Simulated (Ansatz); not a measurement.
# Ge (hcp): energy against volume

Computed with DFT, revPBE, plane waves (420 eV) with PAW, scalar-relativistic (Ansatz). The PAW files were generated under PBE, with cores re-solved for the functional.

The cell is scaled uniformly from the relaxed one, with fractional coordinates and shape fixed. Energies are extrapolated to zero smearing, pressures are those at the given smearing. Magnetic state: spin not included.

A Birch-Murnaghan fit gives V₀ = 19.77 Å³/atom, B₀ = 55 GPa, B₀′ = 4.4.

**Question.** What are the energy above the minimum and the pressure at 18.129 Å³/atom?

**Answer.** 27.6 meV/atom and 6.00 GPa as computed.

**Question.** What are the energy above the minimum and the pressure at 18.917 Å³/atom?

**Answer.** 7.0 meV/atom and 2.79 GPa as computed.

**Question.** What are the energy above the minimum and the pressure at 22.070 Å³/atom?

**Answer.** 37.9 meV/atom and -4.92 GPa as computed.
